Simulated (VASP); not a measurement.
# C (P6_3/mmc) in VASP: settings compared, part 2 of 2

VASP 6.6.1.

## 5. Relaxation of cell and atoms, PBEsol+rVV10

The COD entry that gives the cell may itself be a prediction, so a difference from it is no test against experiment.

The input, INCAR:

```
PREC = Accurate
ENCUT = 600
EDIFF = 1E-7
ISMEAR = -1
SIGMA = 0.05
LREAL = F
LASPH = T
NELM = 80
ALGO = Fast
ISIF = 3
LWAVE = F
LCHARG = F
GGA = PS
LUSE_VDW = T
IVDW_NL = 2
BPARAM = 20.0
CPARAM = 0.0093
IBRION = 2
NSW = 60
EDIFFG = -0.02
```

The input, KPOINTS:

```
regular mesh
0
Gamma
  12 12 4
```

The input, POSCAR:

```
C
1.0
    2.5221000000      0.0000000000      0.0000000000
   -1.2610500000      2.1842026709      0.0000000000
    0.0000000000      0.0000000000      8.2371000000
C
8
Direct
    0.6666666667      0.3333333333      0.8437500000
    0.3333333333      0.6666666667      0.3437500000
    0.6666666667      0.3333333333      0.6562500000
    0.3333333333      0.6666666667      0.1562500000
    0.0000000000      0.0000000000      0.9062500000
    0.0000000000      0.0000000000      0.4062500000
    0.0000000000      0.0000000000      0.5937500000
    0.0000000000      0.0000000000      0.0937500000
```

Potentials or basis: VASP PAW PBE potentials, release 64 (C).

Started as:

```bash
cat potpaw_PBE.64/C/POTCAR > POTCAR
mpirun -np 1 vasp_std > vasp.out
```

OUTCAR:

```text
PREC = Accurate
   ENCUT = 600
   EDIFF = 1E-7
   ISMEAR = -1
   LREAL = F
   LASPH = T
   NELM = 80
   ISIF = 3
   GGA = PS
   IVDW_NL = 2
   BPARAM = 20.0
   IBRION = 2
   NSW = 60
   EDIFFG = -0.02

 ion  position               nearest neighbor table
   1  0.667  0.333  0.844-   3 1.54   5 1.54   5 1.54   5 1.54
   2  0.333  0.667  0.344-   4 1.54   6 1.54   6 1.54   6 1.54
   3  0.667  0.333  0.656-   1 1.54   7 1.54   7 1.54   7 1.54
   4  0.333  0.667  0.156-   2 1.54   8 1.54   8 1.54   8 1.54
   5  0.000  0.000  0.906-   8 1.54   1 1.54   1 1.54   1 1.54
   6  0.000  0.000  0.406-   7 1.54   2 1.54   2 1.54   2 1.54
   7  0.000  0.000  0.594-   6 1.54   3 1.54   3 1.54   3 1.54
   8  0.000  0.000  0.094-   5 1.54   4 1.54   4 1.54   4 1.54

  LATTYP: Found a hexagonal cell.
 ALAT       =     2.5221000000
 C/A-ratio  =     3.2659688355

  Lattice vectors:

 A1 = (   2.5221000000,   0.0000000000,   0.0000000000)
 A2 = (  -1.2610500000,   2.1842026709,   0.0000000000)
 A3 = (   0.0000000000,   0.0000000000,   8.2371000000)

Analysis of symmetry for initial positions (statically):
=====================================================================
 Subroutine PRICEL returns:
 Original cell was already a primitive cell.

 Routine SETGRP: Setting up the symmetry group for a
 hexagonal supercell.

 Subroutine GETGRP returns: Found 24 space group operations
 (whereof 12 operations were pure point group operations)
 out of a pool of 24 trial point group operations.

The static configuration has the point symmetry D_3d.
 The point group associated with its full space group is D_6h.

Analysis of symmetry for dynamics (positions and initial velocities):
=====================================================================
 Subroutine PRICEL returns:
 Original cell was already a primitive cell.

 Routine SETGRP: Setting up the symmetry group for a
 hexagonal supercell.

 Subroutine GETGRP returns: Found 24 space group operations
 (whereof 12 operations were pure point group operations)
 out of a pool of 24 trial point group operations.

The dynamic configuration has the point symmetry D_3d.
 The point group associated with its full space group is D_6h.

 Subroutine INISYM returns: Found 24 space group operations
 (whereof 12 operations are pure point group operations),
 and found     1 'primitive' translations

----------------------------------------------------------------------------------------

                                     Primitive cell

  volume of cell :      45.3764

  direct lattice vectors                    reciprocal lattice vectors
     2.522100000  0.000000000  0.000000000     0.396494984  0.228916486  0.000000000
    -1.261050000  2.184202671  0.000000000     0.000000000  0.457832972  0.000000000
     0.000000000  0.000000000  8.237100000     0.000000000  0.000000000  0.121401950

  length of vectors
     2.522100000  2.522100000  8.237100000     0.457832972  0.457832972  0.121401950

  position of ions in fractional coordinates (direct lattice)
     0.666666667  0.333333333  0.843750000
     0.333333333  0.666666667  0.343750000
     0.666666667  0.333333333  0.656250000
     0.333333333  0.666666667  0.156250000
[... 69 lines left out ...]
   k-points           NKPTS =     57   k-points in BZ     NKDIM =     57   number of bands    NBANDS=     21
   number of dos      NEDOS =    301   number of ions     NIONS =      8
   total plane-waves  NPLWV =  28000
   dimension x,y,z NGX =    20 NGY =   20 NGZ =   70
   dimension x,y,z NGXF=    40 NGYF=   40 NGZF=  140
   ions per type =               8
   NGX,Y,Z   is equivalent  to a cutoff of  13.18, 13.18, 14.13 a.u.
   NGXF,Y,Z  is equivalent  to a cutoff of  26.37, 26.37, 28.26 a.u.
 SYSTEM =  unknown system
   PREC   = accura    normal or accurate (medium, high low for compatibility)
   ISTART =      0    job   : 0-new  1-cont  2-samecut
   ICHARG =      2    charge: 1-file 2-atom 10-const
   ISPIN  =      1    spin polarized calculation?
   LNONCOLLINEAR =      F non collinear calculations
   LSORBIT =      F    spin-orbit coupling
   LASPH  =      T    aspherical Exc in radial PAW
   ENCUT  =  600.0 eV  44.10 Ry    6.64 a.u.   5.04  5.04 16.45*2*pi/ulx,y,z
   NELM   =     80;   NELMIN=  2; NELMDL= -5     # of ELM steps
   EDIFF  = 0.1E-06   stopping-criterion for ELM
   LREAL  =      F    real-space projection
   EDIFFG = -.2E-01   stopping-criterion for IOM
   NSW    =     60    number of steps for IOM
   IBRION =      2    ionic relax: 0-MD 1-quasi-New 2-CG
   NFREE  =      1    steps in history (QN), initial steepest desc. (CG)
   ISIF   =      3    stress and relaxation
   ISYM   =      2    0-nonsym 1-usesym 2-fastsym
   POTIM  = 0.5000    time-step for ionic-motion
   TEBEG  =    0.0;   TEEND  =   0.0 temperature during run
   PSTRESS=    0.0 pullay stress
   NELECT =      32.0000    total number of electrons
   NUPDOWN=      -1.0000    fix difference up-down
   EMIN   =  10.00;   EMAX   =-10.00  energy-range for DOS
   EFERMI =   0.00;   METHOD = LEGACY
   ISMEAR =    -1;   SIGMA  =   0.05  broadening in eV -4-tet -1-fermi 0-gaus
   EFERMI_NEDOS =   21; number of points for ismear=-14 and -15
   IALGO  =     68    algorithm
   IMIX   =      4    mixing-type and parameters
     AMIX     =   0.40;   BMIX     =  1.00
     AMIX_MAG =   1.60;   BMIX_MAG =  1.00
  volume/ion in A,a.u.               =       5.67        38.28
  Fermi-wavevector in a.u.,A,eV,Ry     =   1.457186  2.753682 28.890486  2.123391
  Thomas-Fermi vector in A             =   2.574017
   LORBIT       =      0    0 simple, 1 ext, 2 COOP (PROOUT), +10 PAW based schemes
   GGA     = PS    functional components
   LHFCALC =     F    Hartree Fock is set to
   AEXX    =    0.0000 exact exchange contribution
   IVDW_NL    =     2    kernel type
   BPARAM     =20.0000
   IVDW    =     0    specifies the selected vdW correction
   LEPSILON=     F    determine dielectric tensor
   LRPA    =     F    only Hartree local field effects (RPA)
 conjugate gradient relaxation of ions
 non-spin polarized calculation
 RMM-DIIS sequential band-by-band and
  energy-cutoff  :      600.00
  volume of cell :       45.38
 maximum number of plane-waves:      1534
   NGX = 11   NGY = 11   NGZ = 33

--------------------------------------- Ionic step        1  -------------------------------------------

 number of electron      31.9999998 magnetization

 Free energy of the ion-electron system (eV)
  ---------------------------------------------------
  ext. energy  EPLUGINS =         0.00000000
  ---------------------------------------------------
  free energy    TOTEN  =       -76.78958222 eV

  energy without entropy =      -76.78958222  energy(sigma->0) =      -76.78958222

------------------------ aborting loop because EDIFF is reached ----------------------------------------

  FORCE on cell =-STRESS in cart. coord.  units (eV):
  Direction    XX          YY          ZZ          XY          YZ          ZX
  --------------------------------------------------------------------------------------
  -------------------------------------------------------------------------------------
  Total       -2.4055788     -2.4055788      1.1349353      0.0000000      0.0000000      0.0000000
  in kB      -84.9377183    -84.9377183     40.0730220      0.0000000      0.0000000      0.0000000
  external PRESSURE =     -43.2674716 kB  Pullay stress =       0.0000000 kB
[... 155 lines left out ...]
--------------------------------------- Ionic step        5  -------------------------------------------

 number of electron      31.9999998 magnetization

 Free energy of the ion-electron system (eV)
  ---------------------------------------------------
  ext. energy  EPLUGINS =         0.00000000
  ---------------------------------------------------
  free energy    TOTEN  =       -76.81557778 eV

  energy without entropy =      -76.81557778  energy(sigma->0) =      -76.81557778

 E-fermi :  11.0132     XC(G=0): -13.4934

 val. band max:        9.9948582187   @ k =   0.0000   0.0000   0.0000
 cond. band min:      14.4088379406   @ k =   0.4167   0.0000   0.0000
 fundamental gap:      4.4139797220
 Fermi energy:        11.0131942560

 k-point     1 :       0.0000    0.0000    0.0000
  band No.  band energies     occupation
      1     -11.8216      2.00000
      2     -10.1627      2.00000
      3     -10.0581      2.00000
      4      -6.0358      2.00000
      5      -3.7482      2.00000
      6       3.0475      2.00000
[... 565 lines left out ...]
     20      17.3894      0.00000
     21      17.9997      0.00000

 [... further k-points ...]

------------------------ aborting loop because EDIFF is reached ----------------------------------------

  FORCE on cell =-STRESS in cart. coord.  units (eV):
  Direction    XX          YY          ZZ          XY          YZ          ZX
  --------------------------------------------------------------------------------------
  -------------------------------------------------------------------------------------
  Total       -0.0034249     -0.0034249      0.0204117      0.0000000      0.0000000      0.0000000
  in kB       -0.1221472     -0.1221472      0.7279744      0.0000000      0.0000000      0.0000000
  external PRESSURE =       0.1612266 kB  Pullay stress =       0.0000000 kB
[... 23 lines left out ...]
  FREE ENERGIE OF THE ION-ELECTRON SYSTEM (eV)
  ---------------------------------------------------
  free  energy   TOTEN  =       -76.8155777830 eV

  energy  without entropy=      -76.8155777830  energy(sigma->0) =      -76.81557778

 reached required accuracy - stopping structural energy minimisation
```

It took 8.6 min on 1 thread of AMD EPYC 7R43 (Zen 3), shared host; peak memory 0.27 GiB.

Results:

```
Free energy                            : -76.8156 eV
Relaxed volume                         : 5.62 Å³/atom
Relaxed cell                           : a = 2.505 Å, b = 2.505 Å, c = 8.264 Å, α = 90.00°, β = 90.00°, γ = 120.00°
Space group after relaxing (to 0.05 Å) : P6_3/mmc (No. 194)
Energy gained by relaxing              : 3.2 meV/atom
Ionic steps                            : 5
Pressure after relaxing                : 0.0 GPa
Largest force after relaxing           : 0.010 eV/Å
Band gap on the k mesh                 : 4.41 eV, indirect (least direct gap 5.26 eV)
```

Forces on the atoms (eV/Å):
```
C    0.000  0.000  0.004
C    0.000  0.000  0.004
C    0.000  0.000 -0.004
C    0.000  0.000 -0.004
C    0.000  0.000 -0.010
C    0.000  0.000 -0.010
C    0.000  0.000  0.010
C    0.000  0.000  0.010
```

Step by step:
| step | energy change (eV) | largest force (eV/Å) | pressure (GPa) | volume (Å³) |
| --- | --- | --- | --- | --- |
| 1 | 0.0000 | 0.3308 | -4.33 | 45.38 |
| 2 | 0.0188 | 0.5155 | 6.03 | 44.37 |
| 3 | -0.0258 | 0.0590 | -0.17 | 44.94 |
| 4 | -0.0257 | 0.0719 | 0.22 | 44.90 |
| 5 | -0.0260 | 0.0101 | 0.02 | 44.92 |

Final structure:
```
C
1.0
     2.50537    0.00000    0.00000
    -1.25268    2.16971    0.00000
     0.00000    0.00000    8.26416
C
8
Direct
  0.66667 0.33333 0.84444
  0.33333 0.66667 0.34444
  0.66667 0.33333 0.65556
  0.33333 0.66667 0.15556
  0.00000 0.00000 0.90706
  0.00000 0.00000 0.40706
  0.00000 0.00000 0.59294
  0.00000 0.00000 0.09294
```

Caveat: the PAW data sets were made with another functional, which shifts forces and pressure a little. A k mesh can miss the band edges.

## 6. Summary

| task | level | cell | cutoff (eV) | smearing | gap on the mesh (eV) | pressure (GPa) | relaxed volume (Å³/atom) | largest force (eV/Å) |
| --- | --- | --- | --- | --- | --- | --- | --- | --- |
| single point | PBE | as given | 520 | gaussian 0.012 eV | 4.41 | 2.9 | - | 0.33 |
| single point | PBE | as given | 520 | gaussian 0.014 eV | 4.41 | 2.9 | - | 0.33 |
| relaxation of cell and atoms | PBEsol+D4 | relaxed | 600 | fermi-dirac 0.05 eV | 4.44 | 0.1 | 5.58 | 0.02 |
| relaxation of cell and atoms | PBEsol+rVV10 | relaxed | 600 | fermi-dirac 0.05 eV | 4.41 | 0.0 | 5.62 | 0.01 |

Alike in all rows: potentials or basis VASP PAW PBE potentials, release 64 (C); no spin polarisation; k mesh 12 × 12 × 4.

Caveats: the PAW data sets were made with another functional, which shifts forces and pressure a little (some runs).

Total energies depend on the potentials used, so only differences within one code and one set of settings carry meaning.
